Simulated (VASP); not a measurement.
# Ta (Im-3m) in VASP: notebook

Runs on Ta. Level: PBE. Tasks: relaxation of cell and atoms.

Program: VASP 6.6.1. These are calculated values, not measurements. Logs are shortened: lines on timing, memory, paths and dates and some standing lists are left out, and cuts for length are marked.

## 1. Starting point

It takes space group Im-3m (No. 229, cubic). Conventional cell: a = 3.303 Å, b = 3.303 Å, c = 3.303 Å, α = 90.00°, β = 90.00°, γ = 90.00°. Ta (site symmetry m-3m) is surrounded by 8 Ta at 2.86 Å.

## 2. Relaxation of cell and atoms, PBE

Contents of INCAR:

```
SYSTEM = Ta
PREC = Accurate ; ENCUT = 520
EDIFF = 1E-7 ; ISMEAR = 0
SIGMA = 0.1 ; LREAL = .False.
LASPH = .True. ; NELM = 100
ALGO = Normal ; ISIF = 3
LWAVE = .False. ; LCHARG = .False.
GGA = PE ; IBRION = 2
NSW = 80 ; EDIFFG = -0.002
```

Contents of KPOINTS:

```
regular mesh
0
Gamma
  6 6 6
  0 0 0
```

Contents of POSCAR:

```
Ta
1.0
   -1.6512800000      1.6512800000      1.6512800000
    1.6512800000     -1.6512800000      1.6512800000
    1.6512800000      1.6512800000     -1.6512800000
Ta
1
Direct
    0.0000000000      0.0000000000      0.0000000000
```

Potentials or basis: VASP PAW PBE potentials, release 64 (Ta_pv).

Started as:

```bash
cat potpaw_PBE.64/Ta_pv/POTCAR > POTCAR
mpirun -np 1 vasp_std > vasp.out
```

OUTCAR:

```text
SYSTEM = Ta
   PREC = Accurate
   ENCUT = 520
   EDIFF = 1E-7
   ISMEAR = 0
   LREAL = .False.
   LASPH = .True.
   NELM = 100
   ISIF = 3
   GGA = PE
   IBRION = 2
   NSW = 80
   EDIFFG = -0.002

 ion  position               nearest neighbor table
   1  0.000  0.000  0.000-

  LATTYP: Found a body centered cubic cell.
 ALAT       =     3.3025600000

  Lattice vectors:

 A1 = (  -1.6512800000,   1.6512800000,   1.6512800000)
 A2 = (   1.6512800000,  -1.6512800000,   1.6512800000)
 A3 = (   1.6512800000,   1.6512800000,  -1.6512800000)

Analysis of symmetry for initial positions (statically):
=====================================================================
 Subroutine PRICEL returns:
 Original cell was already a primitive cell.

 Routine SETGRP: Setting up the symmetry group for a
 body centered cubic supercell.

 Subroutine GETGRP returns: Found 48 space group operations
 (whereof 48 operations were pure point group operations)
 out of a pool of 48 trial point group operations.

The static configuration has the point symmetry O_h .

Analysis of symmetry for dynamics (positions and initial velocities):
=====================================================================
 Subroutine PRICEL returns:
 Original cell was already a primitive cell.

 Routine SETGRP: Setting up the symmetry group for a
 body centered cubic supercell.

 Subroutine GETGRP returns: Found 48 space group operations
 (whereof 48 operations were pure point group operations)
 out of a pool of 48 trial point group operations.

The dynamic configuration has the point symmetry O_h .

 Subroutine INISYM returns: Found 48 space group operations
 (whereof 48 operations are pure point group operations),
 and found     1 'primitive' translations

----------------------------------------------------------------------------------------

                                     Primitive cell

  volume of cell :      18.0104

  direct lattice vectors                    reciprocal lattice vectors
    -1.651280000  1.651280000  1.651280000     0.000000000  0.302795407  0.302795407
     1.651280000 -1.651280000  1.651280000     0.302795407  0.000000000  0.302795407
     1.651280000  1.651280000 -1.651280000     0.302795407  0.302795407  0.000000000

  length of vectors
     2.860100858  2.860100858  2.860100858     0.428217371  0.428217371  0.428217371

  position of ions in fractional coordinates (direct lattice)
     0.000000000  0.000000000  0.000000000

  ion indices of the primitive-cell ions
   primitive index   ion index
                 1           1

----------------------------------------------------------------------------------------

 KPOINTS: regular mesh

Automatic generation of k-mesh.
 Grid dimensions read from file:
 generate k-points for:    6    6    6

 Generating k-lattice:

  Cartesian coordinates                     Fractional coordinates (reciprocal lattice)
     0.000000000  0.050465901  0.050465901     0.166666667  0.000000000  0.000000000
     0.050465901  0.000000000  0.050465901     0.000000000  0.166666667  0.000000000
     0.050465901  0.050465901  0.000000000     0.000000000  0.000000000  0.166666667

  Length of vectors
     0.071369562  0.071369562  0.071369562

  Shift w.r.t. Gamma in fractional coordinates (k-lattice)
     0.000000000  0.000000000  0.000000000

 Subroutine IBZKPT returns following result:
 ===========================================

 Found     16 irreducible k-points:

 Following reciprocal coordinates:
            Coordinates               Weight
  0.000000  0.000000  0.000000      1.000000
  0.166667  0.000000  0.000000     12.000000
  0.333333  0.000000  0.000000     12.000000
  0.500000  0.000000  0.000000      6.000000
  0.166667  0.166667  0.000000     24.000000
  0.333333  0.166667  0.000000     48.000000
[... 8 lines left out ...]
  0.500000  0.500000  0.333333     12.000000
  0.500000  0.500000  0.500000      1.000000
   k-points           NKPTS =     16   k-points in BZ     NKDIM =     16   number of bands    NBANDS=      9
   number of dos      NEDOS =    301   number of ions     NIONS =      1
   total plane-waves  NPLWV =  13824
   dimension x,y,z NGX =    24 NGY =   24 NGZ =   24
   dimension x,y,z NGXF=    48 NGYF=   48 NGZF=   48
   ions per type =               1
   NGX,Y,Z   is equivalent  to a cutoff of  13.95, 13.95, 13.95 a.u.
   NGXF,Y,Z  is equivalent  to a cutoff of  27.90, 27.90, 27.90 a.u.
 SYSTEM =  Ta
   PREC   = accura    normal or accurate (medium, high low for compatibility)
   ISTART =      0    job   : 0-new  1-cont  2-samecut
   ICHARG =      2    charge: 1-file 2-atom 10-const
   ISPIN  =      1    spin polarized calculation?
   LNONCOLLINEAR =      F non collinear calculations
   LSORBIT =      F    spin-orbit coupling
   LASPH  =      T    aspherical Exc in radial PAW
   ENCUT  =  520.0 eV  38.22 Ry    6.18 a.u.   5.32  5.32  5.32*2*pi/ulx,y,z
   NELM   =    100;   NELMIN=  2; NELMDL= -5     # of ELM steps
   EDIFF  = 0.1E-06   stopping-criterion for ELM
   LREAL  =      F    real-space projection
   EDIFFG = -.2E-02   stopping-criterion for IOM
   NSW    =     80    number of steps for IOM
   IBRION =      2    ionic relax: 0-MD 1-quasi-New 2-CG
   NFREE  =      1    steps in history (QN), initial steepest desc. (CG)
   ISIF   =      3    stress and relaxation
   ISYM   =      2    0-nonsym 1-usesym 2-fastsym
   POTIM  = 0.5000    time-step for ionic-motion
   TEBEG  =    0.0;   TEEND  =   0.0 temperature during run
   PSTRESS=    0.0 pullay stress
   NELECT =      11.0000    total number of electrons
   NUPDOWN=      -1.0000    fix difference up-down
   EMIN   =  10.00;   EMAX   =-10.00  energy-range for DOS
   EFERMI =   0.00;   METHOD = LEGACY
   ISMEAR =     0;   SIGMA  =   0.10  broadening in eV -4-tet -1-fermi 0-gaus
   EFERMI_NEDOS =   21; number of points for ismear=-14 and -15
   IALGO  =     38    algorithm
   IMIX   =      4    mixing-type and parameters
     AMIX     =   0.40;   BMIX     =  1.00
     AMIX_MAG =   1.60;   BMIX_MAG =  1.00
  volume/ion in A,a.u.               =      18.01       121.54
  Fermi-wavevector in a.u.,A,eV,Ry     =   1.388988  2.624806 26.249534  1.929286
  Thomas-Fermi vector in A             =   2.513061
   LORBIT       =      0    0 simple, 1 ext, 2 COOP (PROOUT), +10 PAW based schemes
   GGA     = PE    functional components
   LHFCALC =     F    Hartree Fock is set to
   AEXX    =    0.0000 exact exchange contribution
   IVDW    =     0    specifies the selected vdW correction
   LEPSILON=     F    determine dielectric tensor
   LRPA    =     F    only Hartree local field effects (RPA)
 conjugate gradient relaxation of ions
 non-spin polarized calculation
 Gauss-broadening in eV      SIGMA  =   0.10
  energy-cutoff  :      520.00
  volume of cell :       18.01
 maximum number of plane-waves:       498
 NGX is ok and might be reduce to    24
   NGX = 11   NGY = 11   NGZ = 11

--------------------------------------- Ionic step        1  -------------------------------------------

 number of electron      11.0000002 magnetization

 Free energy of the ion-electron system (eV)
  ---------------------------------------------------
  ext. energy  EPLUGINS =         0.00000000
  ---------------------------------------------------
  free energy    TOTEN  =       -11.73382497 eV

  energy without entropy =      -11.71422046  energy(sigma->0) =      -11.72402271

------------------------ aborting loop because EDIFF is reached ----------------------------------------

  FORCE on cell =-STRESS in cart. coord.  units (eV):
  Direction    XX          YY          ZZ          XY          YZ          ZX
  --------------------------------------------------------------------------------------
  -------------------------------------------------------------------------------------
  Total        0.6178165      0.6178165      0.6178165      0.0000000      0.0000000     -0.0000000
  in kB       54.9601554     54.9601554     54.9601554      0.0000000      0.0000000     -0.0000000
  external PRESSURE =      54.9601554 kB  Pullay stress =       0.0000000 kB

 VOLUME and BASIS-vectors are now :
 -----------------------------------------------------------------------------
  energy-cutoff  :      520.00
  volume of cell :       18.01
      direct lattice vectors                 reciprocal lattice vectors
    -1.651280000  1.651280000  1.651280000     0.000000000  0.302795407  0.302795407
     1.651280000 -1.651280000  1.651280000     0.302795407  0.000000000  0.302795407
     1.651280000  1.651280000 -1.651280000     0.302795407  0.302795407  0.000000000
[... 71 lines left out ...]
 POSITION                                       TOTAL-FORCE (eV/Angst)
 -----------------------------------------------------------------------------------
      0.00000      0.00000     -0.00000        -0.000000     -0.000000      0.000000
 -----------------------------------------------------------------------------------
    total drift:                                0.000000      0.000000      0.000000

  FREE ENERGIE OF THE ION-ELECTRON SYSTEM (eV)
  ---------------------------------------------------
  free  energy   TOTEN  =       -11.7425365562 eV

  energy  without entropy=      -11.7258271494  energy(sigma->0) =      -11.73418185

[... ionic steps 4 to 14 ...]

--------------------------------------- Ionic step       15  -------------------------------------------

 number of electron      10.9999999 magnetization

------------------------ aborting loop because EDIFF is reached ----------------------------------------

  FORCE on cell =-STRESS in cart. coord.  units (eV):
  Direction    XX          YY          ZZ          XY          YZ          ZX
  --------------------------------------------------------------------------------------
  -------------------------------------------------------------------------------------
  Total        0.0044793      0.0044793      0.0044793      0.0000000     -0.0000000      0.0000000
  in kB        0.3874431      0.3874431      0.3874431      0.0000000     -0.0000000      0.0000000
  external PRESSURE =       0.3874431 kB  Pullay stress =       0.0000000 kB

 VOLUME and BASIS-vectors are now :
 -----------------------------------------------------------------------------
  energy-cutoff  :      520.00
  volume of cell :       18.52
      direct lattice vectors                 reciprocal lattice vectors
    -1.666801726  1.666801726  1.666801726     0.000000000  0.299975691  0.299975691
     1.666801726 -1.666801726  1.666801726     0.299975691  0.000000000  0.299975691
     1.666801726  1.666801726 -1.666801726     0.299975691  0.299975691  0.000000000
[... 36 lines left out ...]
 POSITION                                       TOTAL-FORCE (eV/Angst)
 -----------------------------------------------------------------------------------
      0.00000      0.00000      0.00000         0.000000     -0.000000      0.000000
 -----------------------------------------------------------------------------------
    total drift:                               -0.000000     -0.000000      0.000000

  FREE ENERGIE OF THE ION-ELECTRON SYSTEM (eV)
  ---------------------------------------------------
  free  energy   TOTEN  =       -11.7425383911 eV

  energy  without entropy=      -11.7257995828  energy(sigma->0) =      -11.73416899

--------------------------------------- Ionic step       17  -------------------------------------------

 number of electron      10.9999999 magnetization

 Free energy of the ion-electron system (eV)
  ---------------------------------------------------
  ext. energy  EPLUGINS =         0.00000000
  ---------------------------------------------------
  free energy    TOTEN  =       -11.74253833 eV

  energy without entropy =      -11.72580638  energy(sigma->0) =      -11.73417236

 E-fermi :   5.1988     XC(G=0): -12.4822

 val. band max:        5.1590702472   @ k =   0.3333   0.1667   0.0000
 cond. band min:       5.2275637684   @ k =   0.3333   0.0000   0.0000
 fundamental gap:      0.0684935212
 Fermi energy:         5.1987841714

 k-point     1 :       0.0000    0.0000    0.0000
  band No.  band energies     occupation
      1     -27.9691      2.00000
      2     -27.9691      2.00000
      3     -27.9691      2.00000
      4      -2.5457      2.00000
      5       5.9701      0.00000
      6       5.9701      0.00000
      7       5.9701      0.00000
      8       9.1473      0.00000
      9       9.1473      0.00000

 k-point     2 :       0.1667    0.0000    0.0000
  band No.  band energies     occupation
      1     -28.2522      2.00000
      2     -28.0579      2.00000
      3     -27.9704      2.00000
      4      -1.4239      2.00000
      5       5.3053      0.13214
      6       5.6138      0.00000
      7       7.1182      0.00000
      8       8.4970      0.00000
      9       9.1895      0.00000
[... 188 lines left out ...]
 POSITION                                       TOTAL-FORCE (eV/Angst)
 -----------------------------------------------------------------------------------
      1.66689      1.66689      1.66689         0.000000      0.000000     -0.000000
 -----------------------------------------------------------------------------------
    total drift:                               -0.000000     -0.000000      0.000000

  FREE ENERGIE OF THE ION-ELECTRON SYSTEM (eV)
  ---------------------------------------------------
  free  energy   TOTEN  =       -11.7425383335 eV

  energy  without entropy=      -11.7258063785  energy(sigma->0) =      -11.73417236

 reached required accuracy - stopping structural energy minimisation
```

Wall time 12 s (1 thread of Intel Xeon 6975P-C (Granite Rapids), shared host); peak memory 0.14 GiB.

Results:

```
Free energy                            : -11.7425 eV
Relaxed volume                         : 18.53 Å³/atom
Relaxed cell                           : a = 2.887 Å, b = 2.887 Å, c = 2.887 Å, α = 109.47°, β = 109.47°, γ = 109.47°
Space group after relaxing (to 0.05 Å) : Im-3m (No. 229)
Energy gained by relaxing              : 8.7 meV/atom
Ionic steps                            : 17
Pressure after relaxing                : 0.0 GPa
Band gap on the k mesh                 : none (metal or under the smearing width)
```

Step by step:
```
step  energy change (eV)  largest force (eV/Å)  pressure (GPa)  volume (Å³)
   1              0.0000                0.0000            5.50        18.01
   2              0.0298                0.0000          -10.29        19.67
   3             -0.0087                0.0000           -0.07        18.53
   4             -0.0087                0.0000            0.04        18.52
   5             -0.0087                0.0000            0.04        18.52
   6             -0.0087                0.0000            0.04        18.52
   7             -0.0087                0.0000            0.04        18.52
   8             -0.0087                0.0000            0.04        18.52
   9             -0.0087                0.0000            0.04        18.52
  10             -0.0087                0.0000            0.04        18.52
  11             -0.0087                0.0000            0.04        18.52
  12             -0.0087                0.0000            0.04        18.52
  13             -0.0087                0.0000            0.04        18.52
  14             -0.0087                0.0000            0.04        18.52
  15             -0.0087                0.0000            0.04        18.52
  16             -0.0087                0.0000            0.02        18.52
  17             -0.0087                0.0000            0.00        18.53
```

Final structure:
```xyz
1
Lattice="-1.6669 1.6669 1.6669 1.6669 -1.6669 1.6669 1.6669 1.6669 -1.6669" Properties=species:S:1:pos:R:3 pbc="T T T"
Ta    1.6669    1.6669    1.6669
```

Levels at points of the mesh, in eV from the Fermi level:
| k point | band 3 | band 4 | band 5 | band 6 | band 7 | band 8 |
| --- | --- | --- | --- | --- | --- | --- |
| (0.00, 0.00, 0.00) | -33.17 | -7.74 | 0.77 | 0.77 | 0.77 | 3.95 |
| (0.50, 0.00, 0.00) | -33.17 | -4.20 | -1.42 | 1.52 | 3.81 | 4.80 |
| (0.50, 0.50, 0.50) | -33.91 | -3.58 | -3.58 | 6.64 | 6.64 | 6.64 |

Caveat: the k mesh is coarse (spacing up to 0.45 Å⁻¹), so the values aren't converged.

## 3. Relaxation of cell and atoms, PBE

This run uses another cell than the first one, of 18.53 Å³/atom, 1.029 times its volume.

INCAR is that of step 2.

KPOINTS is that of step 2.

Contents of POSCAR:

```
Ta                                      
1.0
   -1.6668905377      1.6668905377      1.6668905377
    1.6668905377     -1.6668905377      1.6668905377
    1.6668905377      1.6668905377     -1.6668905377
  Ta            
     1
Direct
     1.0000000000000000    1.0000000000000000    1.0000000000000000
```

Potentials or basis: VASP PAW PBE potentials, release 64 (Ta_pv).

Started as:

```bash
cat potpaw_PBE.64/Ta_pv/POTCAR > POTCAR
mpirun -np 1 vasp_std > vasp.out
```

It took 1.9 s on 1 thread of Intel Xeon 6975P-C (Granite Rapids), shared host; peak memory 0.13 GiB.

Results (log left out):

- Free energy: -11.7427 eV
- Pressure after relaxing: 0.0 GPa
- Band gap on the k mesh: none (metal or under the smearing width)

Final structure:
```
CELL_PARAMETERS angstrom
-1.66689 1.66689 1.66689
1.66689 -1.66689 1.66689
1.66689 1.66689 -1.66689
ATOMIC_POSITIONS crystal
Ta 0.00000 0.00000 0.00000
```

Levels at points of the mesh, in eV from the Fermi level:
| k point | band 2 | band 3 | band 4 | band 5 | band 6 | band 7 | band 8 | band 9 |
| --- | --- | --- | --- | --- | --- | --- | --- | --- |
| (0.00, 0.00, 0.00) | -33.17 | -33.17 | -7.74 | 0.77 | 0.77 | 0.77 | 3.95 | 3.95 |
| (0.50, 0.00, 0.00) | -33.51 | -33.17 | -4.20 | -1.42 | 1.52 | 3.81 | 4.80 | 7.55 |
| (0.50, 0.50, 0.50) | -33.91 | -33.91 | -3.58 | -3.58 | 6.64 | 6.64 | 6.64 | 8.46 |

Caveat: the k mesh is coarse (spacing up to 0.44 Å⁻¹), so the values aren't converged; the relaxation stopped at its first step, so nothing moved.
